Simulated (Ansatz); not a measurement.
Zone-centre phonons of CaO at 16 GPa: input and output

Theory: Ansatz, DFT PBEsol, scalar-relativistic, plane waves, PAW.

Launched with:
```bash
ansatz run input.yaml --threads 1 --pin off --max-ram 1228MiB --backend cpu --events-out ev --progress --plain --runs-dir out
```

Input (bare energies are in eV):
```yaml
crystal:
  lattice:
    - [0.0, 2.2984797636, 2.2984797636]
    - [2.2984797636, 0.0, 2.2984797636]
    - [2.2984797636, 2.2984797636, 0.0]
  atoms:
    - { symbol: Ca, position: [0.0, 0.0, 0.0] }
    - { symbol: O, position: [0.5, 0.5, 0.5] }
basis:
  ecutwfc: 420
kpoints:
  mp_grid: { grid: [8, 8, 8] }
hamiltonian:
  xc: pbesol
scf:
  occupations: { method: fixed }
output:
  eigenvalues: true
phonons:
  method: dfpt
  dielectric: true
  rigid_motions: translations
  eigenvectors: true
```

The end of the output:
```
--- Phonons (Γ-DFPT): 2 representative perturbations + reference, on 59 of 512 k-points (Σ response iterations 7) ---
  k mesh reduced under 8 symmetry operations, with k and −k counted as one. Each operation leaves every solved perturbation unchanged. A smaller set is not considered because the run solves the response ...
  ASR residual: 2.720e-5 → 0.000e0 eV/Å²; symmetrization residual: 2.053e-7 eV/Å²
  ASR residual per site (eV/Å²): 2.72e-5 1.47e-5
  Γ frequencies (cm⁻¹): 0.00 0.00 0.00 351.21 351.21 351.21
  ε∞ (high-frequency dielectric tensor):
        3.933690    -0.000000     0.000000
        0.000000     3.933690    -0.000000
       -0.000000    -0.000000     3.933690
  ε⁰ (static dielectric tensor: ions relaxed, cell fixed):
       12.268434    -0.000000     0.000000
        0.000000    12.268434     0.000000
       -0.000000     0.000000    12.268434
  ε⁰ − ε∞ (ionic part):
        8.334744     0.000000     0.000000
        0.000000     8.334744     0.000000
        0.000000     0.000000     8.334744
  softest optical mode at Γ: 351.21 cm⁻¹; the repairs (sum rule, projections) moved no ω² at Γ by more than (0.52 cm⁻¹)²
  Born effective charges Z* (e; rows j = field, columns β = displacement):
    site 0:
         2.40874    0.00000    0.00000
         0.00000    2.40874    0.00000
         0.00000    0.00000    2.40874
    site 1:
        -2.40874   -0.00000   -0.00000
         0.00000   -2.40874   -0.00000
         0.00000   -0.00000   -2.40874
  Z* charge neutrality: 1.798e-6 e pre-enforcement
  k-mesh period / interband length: 26.0 Å / 1.29 Å = 20.23 at k = (0.0000, -0.5000, -0.5000), direct gap 3.783 eV — 14 or more, which is no proof of convergence
  optical modes at Γ without the LO–TO term, one row a degenerate level:
      ω (cm⁻¹) modes IR ((D/Å)²/amu)
        351.21      3            35.1195
  optical modes at Γ + LO–TO along q̂ = [1.0000, 0.0000, 0.0000]:
      ω (cm⁻¹) modes IR ((D/Å)²/amu)
        351.21      2            23.4130
        620.25      1            11.7065
  optical modes at Γ + LO–TO along q̂ = [0.0000, 1.0000, 0.0000]:
      ω (cm⁻¹) modes IR ((D/Å)²/amu)
        351.21      2            23.4130
        620.25      1            11.7065
  optical modes at Γ + LO–TO along q̂ = [0.0000, 0.0000, 1.0000]:
      ω (cm⁻¹) modes IR ((D/Å)²/amu)
        351.21      2            23.4130
        620.25      1            11.7065
```